**Q:** I have relaxed the same rutile crystal with twelve functionals and got twelve different sizes. How should I read this table?

VASP 6.6.1, plane-wave DFT with PAW potentials: rutile TiO2 (6-atom cell), cell and atoms relaxed with each functional. Cutoff 600 eV, 6×6×9 k mesh, Fermi-Dirac smearing of 0.05 eV, no spin polarisation, no add-on dispersion correction. Volume changes are relative to the starting cell (a = 4.600 Å, c = 2.959 Å).

| functional | potentials | volume change (%) | relaxed length a (Å) | relaxed length c (Å) |
| --- | --- | --- | --- | --- |
| LDA | VASP PAW LDA potentials, recommended | -3.330 | 4.552 | 2.921 |
| PBE | VASP PAW PBE potentials, recommended | 2.230 | 4.645 | 2.967 |
| revPBE | VASP PAW PBE potentials, recommended | 3.970 | 4.676 | 2.977 |
| RPBE | VASP PAW PBE potentials, recommended | 4.720 | 4.688 | 2.983 |
| BLYP | VASP PAW PBE potentials, recommended | 4.950 | 4.688 | 2.990 |
| BEEF-vdW | VASP PAW PBE potentials, recommended | 3.070 | 4.655 | 2.978 |
| PW91 | VASP PAW PBE potentials, recommended | 1.930 | 4.636 | 2.969 |
| optB88-vdW | VASP PAW PBE potentials, recommended | 1.260 | 4.622 | 2.968 |
| optPBE-vdW | VASP PAW PBE potentials, recommended | 2.610 | 4.646 | 2.977 |
| rev-vdW-DF2 | VASP PAW PBE potentials, recommended | 0.670 | 4.614 | 2.961 |
| vdW-DF-cx | VASP PAW PBE potentials, recommended | -0.260 | 4.599 | 2.952 |
| vdW-DF2 | VASP PAW PBE potentials, recommended | 6.250 | 4.699 | 3.013 |

**A:** The atoms and the starting cell are the same in every row, so, apart from the LDA row's own potentials, the rows differ in essence only in how the electrons' exchange and correlation energy is approximated. Rutile has two equal edges, a and b, and a shorter one, c. The volume change is counted from the starting cell, not from a measured crystal. A negative value means that the functional pulled the cell in, a positive one that it let the cell out. Start by telling me how far apart the extremes are.

**Q:** LDA gives the smallest cell, 3.33% below the start, and vdW-DF2 the largest, 6.25% above it. Is that a large disagreement?

**A:** For a solid it is. The two ends lie 9.6 percentage points apart in volume, which is roughly 3% in each edge. The step from LDA to PBE alone makes up 5.6 of those points. So the first thing to understand is why LDA wants a tighter crystal than PBE does.

**Q:** Then why does LDA shrink the crystal?

**A:** LDA treats the electrons at each point as if they belonged to a uniform gas of the local density. In a real oxide the density is anything but uniform: it is high on the oxygen ions and falls off steeply between the ions. Exchange lowers the energy further where the density varies strongly, and LDA leaves out that extra gain.

Now stretch the crystal. The density between the ions thins out, and relative to its own small value it varies more steeply. The neglected gain is therefore larger in the stretched crystal than in the compact one. LDA makes stretching look too costly and settles at a cell that is too small. Gradient functionals such as PBE put the gain back, and the cell opens.

This argument comes from theory. The LDA and PBE rows alone could not establish it, because correlation and the atomic potentials change between them as well as exchange.

**Q:** Is there a cleaner comparison, where only exchange changes?

**A:** Yes: PBE, revPBE and RPBE. They share the same correlation and the same potentials, so whatever separates them comes from exchange. Their volume changes are 2.23, 3.97 and 4.72%. Exchange alone thus moves this crystal by 2.5 points.

The argument about stretching also tells you what to look for in the formulas. Each functional multiplies the LDA exchange energy at every point by an enhancement factor F. This factor depends on s, a dimensionless measure of how steeply the density varies there. The faster F rises with s, the more a stretched crystal gains and the larger its relaxed cell.

**Q:** Can I check that order without running anything?

**A:** You can, and you can even estimate how far along the way revPBE should lie. For PBE and revPBE the factor is F = 1 + μs²/(1 + μs²/κ). For RPBE it is F = 1 + κ[1 − exp(−μs²/κ)]. All three use μ = 0.2195. The constant κ, which limits how large F can become, is 0.804 in PBE and RPBE and 1.245 in revPBE.

Take s = 1, a moderate value for the region between bonded atoms. The part of F above 1 is then

- PBE: 0.2195 / (1 + 0.2195/0.804) = 0.1724
- revPBE: 0.2195 / (1 + 0.2195/1.245) = 0.1866
- RPBE: 0.804 × [1 − exp(−0.2195/0.804)] = 0.1921

The order is that of the volumes. On the way from PBE to RPBE, revPBE has covered (0.1866 − 0.1724)/(0.1921 − 0.1724) = 0.72 of the distance.

**Q:** And in the volumes?

**A:** There revPBE covers 1.74 of 2.49 points, a share of 0.70. Allowing for the pressure left over in the relaxations turns this into 0.74. The constants belong to the functionals and were not adjusted to this crystal, so the agreement does support the picture.

**Q:** Why should a ratio of F values carry over to a ratio of volumes at all?

**A:** Because at small s the three curves separate in the same way, in proportion to s⁴, and differ only in how strongly. Whatever the density of the crystal is, it then enters all three differences alike and drops out of the ratio. At larger s this no longer holds exactly: at s = 2 the estimated share is 0.83. I would therefore claim "roughly three quarters" and no more. The estimate also gives only the share. How many points the whole step amounts to depends on how stiff the crystal is and where its electrons sit.

**Q:** Half of my functionals have "vdW" in their names. Van der Waals forces attract, so shouldn't those give the smaller cells?

**A:** Look at where they fall. Six functionals contain nonlocal correlation, the term that describes this attraction. Three of them give a smaller cell than every gradient functional without it, two lie among those functionals, and vdW-DF2 lies above them all. The name does not tell you which way the cell will go.

Much depends on the exchange that the attraction is paired with. The functionals rev-vdW-DF2 and vdW-DF2 share their correlation, including the nonlocal part, and differ only in exchange. Yet their volumes are 5.6 points apart, as far as LDA is from PBE. The exchange factor of vdW-DF2 climbs much faster at moderate s, so the larger cell is what the argument from the PBE group would lead you to expect.

A second group with common correlation runs from vdW-DF-cx through optB88-vdW to optPBE-vdW and spans 2.9 points. Here you see a limit of the simple rule. The exchange curves of optB88-vdW and optPBE-vdW cross, so comparing F at a single s does not safely rank them. You would have to know which values of s matter most in this crystal. Nor can you read off how strongly the attraction itself contracts the cell, since no two rows differ in that term alone.

**Q:** So a functional acts like a pressure: it squeezes the crystal or lets it out?

**A:** That is a good first picture, and the two edges show where it stops working. In rutile, each titanium sits in an octahedron of six oxygens. Along c these octahedra share edges and form stiff chains. Across the chains they share only corners, and the crystal can give way by changing the angles at the oxygens. If you release a pressure, a therefore grows by a larger percentage than c.

Going from LDA to PBE at least follows that order: a grows by 2.0% and c by 1.6%. Going from RPBE to vdW-DF2 does not, because a grows by only 0.2% while c grows by 1.0%. No uniform pressure would stretch mainly the stiff direction. The steps from LDA to vdW-DF-cx, rev-vdW-DF2 and optB88-vdW fit the pressure picture poorly too: there a and c grow by nearly the same percentage. A change of functional can thus act differently along the two directions, and the table does not show which contacts in the crystal are responsible.

**Q:** PW91 gives a slightly longer c than PBE, although its cell is smaller. Is that another case of this?

**A:** Probably not. The difference is 0.002 Å, and the PW91 relaxation stopped a little early: a tension of about 0.2 GPa was left along c, so this edge would still have shrunk. Rutile resists compression with a bulk modulus of roughly 210 GPa, a rough recalled value. As an order of magnitude, the leftover strain is then about 0.2/210, or one part in a thousand, which is 0.003 Å in c. That is enough to cancel the difference you want to explain.

**Q:** Then can I trust the order of the volumes?

**A:** Against this kind of error, yes. The same reasoning gives at most 0.1% of volume still to relax in any row, while the closest neighbours, RPBE and BLYP, are 0.23 points apart. But every functional except LDA was run with potentials made for PBE, and the effect of that is untested. I would trust differences of a point or more and build no argument on the order of RPBE and BLYP. The step from revPBE to RPBE is also below that mark, so the share we found earlier is support for the picture and not proof.

**Q:** Suppose I need rutile as the dielectric of a memory capacitor. Does the size of the cell matter there?

**A:** For the permittivity it matters a great deal. Rutile stores so much charge because one of its vibrations, titanium moving against oxygen, meets only a weak restoring force. Stretching the crystal weakens that force further, so a cell that is too large tends to give too high a permittivity, and in a bad case an unstable lattice. This is well-known physics of rutile; the table supplies the size of the error that you would feed into it.

For leakage current you also need the band gap, and there a better cell is not enough. In the same calculations the gaps lie between 1.71 and 1.84 eV, although the volumes differ by almost 10 points. Even vdW-DF-cx, whose cell stays close to the starting one, is no exception. The measured gap is roughly 3 eV. That shortfall is typical of functionals of this kind and calls for a higher level of theory, whichever cell you choose.

**Q:** So I take vdW-DF-cx, which stays closest to the starting cell?

**A:** For the volume of this crystal it is the best candidate, but closeness to the starting cell is not quite the right test. The starting cell is close to the measured one, and a real crystal is swollen by zero-point motion and heat, typically by several tenths of a percent in volume. These relaxations leave that out, so they should aim at a cell somewhat smaller than the measured one. That speaks for vdW-DF-cx at −0.26% over rev-vdW-DF2 at +0.67%. Still, the two are slightly less than a point apart, and a good volume does not vouch for other properties.

What you can take from all twelve rows is a way of working. Do not judge a functional by its name. Among functionals with the same correlation, look first at how fast the exchange rises with the density gradient. Before you compute a property that depends on volume, compare the relaxed cell with the measured one. Then compute the property in both cells: the difference between the two results tells you how much of your answer comes from the size of the cell.
